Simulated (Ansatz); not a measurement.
# Stress against strain in BaTiO3

```xyz
5
Lattice="3.9998 0.0000 0.0000 0.0000 3.9998 0.0000 0.0000 0.0000 4.0180" Properties=species:S:1:pos:R:3 pbc="T T T"
Ba    0.0000    0.0000    0.0000
Ti    1.9999    1.9999    2.0090
O     1.9999    1.9999    0.0000
O     1.9999    0.0000    2.0090
O     0.0000    1.9999    2.0090
```

Atom numbers follow the list: Ba1, Ti2, O3, O4, O5.

The geometry is COD entry 2100860, unchecked; take it as a test cell.

No spin–orbit coupling, which matters for the heavy atoms here.

Theory: DFT, PBEsol, all-electron LAPW, scalar-relativistic in Ansatz 0.2.0.

Numerical set-up: a Γ-centred 7×7×7 k mesh, Fermi–Dirac smearing of 0.03 eV, basis error target 1 meV/atom, no spin polarisation.

The strain is applied along the Cartesian axes of the cell as listed (the other components stay zero). Fractional coordinates are held (clamped ions).

σ is the change of stress from the unstrained cell, which is at -4.58 GPa; tension is positive, so slopes are stress–strain coefficients at that pressure.

Only quantities that a quadratic follows smoothly over the whole series are listed; rougher ones are left out.

| εzz | σzz (GPa) | σxx (GPa) |
| --- | --- | --- |
| -0.0300 | -9.69 | -3.21 |
| -0.0200 | -6.12 | -2.08 |
| 0.0000 | 0.00 | 0.00 |
| 0.0100 | 2.60 | 0.95 |
| 0.0200 | 4.92 | 1.86 |
| 0.0300 | 7.00 | 2.71 |

Question: Fit the series and read off the stiffness at zero strain.

Answer: Least-squares fits y = p0 + p1 x + p2 x² to the rows give σzz (GPa): p1 = 277, p2 = -1500; σxx (GPa): p1 = 98.6, p2 = -270. So C33 = 277 GPa and C13 = 99 GPa, for these axes.

Question: One run, at εzz = -0.0100, is withheld. Predict its row.

Answer: The fits give -2.93, -1.02; the run gave -2.90, -1.01.
